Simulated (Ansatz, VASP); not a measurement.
GaS5 in VASP and in Ansatz

```
Ga S
1.0
     0.00000    3.86713    3.86713
     3.86713    0.00000    3.86713
     3.86713    3.86713    0.00000
Ga S
1 5
Cartesian
  0.0000 0.0000 0.0000
  1.9336 1.9336 1.9336
  4.7049 3.0294 3.0294
  4.7049 4.7049 4.7049
  3.0294 3.0294 4.7049
  3.0294 4.7049 3.0294
```

Change from the starting cell: species swapped into the DyCu5 type (F-43m, No. 216).

Alike in both runs: functional PBE; k mesh 4 × 4 × 4; occupations gaussian, width 0.1 eV; no spin polarisation.

Ansatz relaxed the structure, and its values are those at the end. VASP's run is a single point on that final structure, the one shown.

```csv
,VASP,Ansatz
version,VASP 6.6.1,Ansatz 0.2.0
potentials or method,"VASP PAW PBE potentials, release 64 (Ga_d, S)","scalar-relativistic, plane waves, PAW"
plane-wave cutoff (eV),520,420
valence electrons in the cell,43,43
```

Ansatz gave:

- gap on the k mesh at the Fermi level (eV): none
- pressure (GPa): 0.0
- rms of the force components (eV/Å): 0.027

Question: What did VASP give for the same quantities?

Answer: gap on the k mesh at the Fermi level (eV): none; pressure (GPa): -0.2; rms of the force components (eV/Å): 0.064.

A gap of «none» marks a metal or a gap that the smearing closes. With one functional, cell and mesh, what is left measures potentials, basis and numerics.
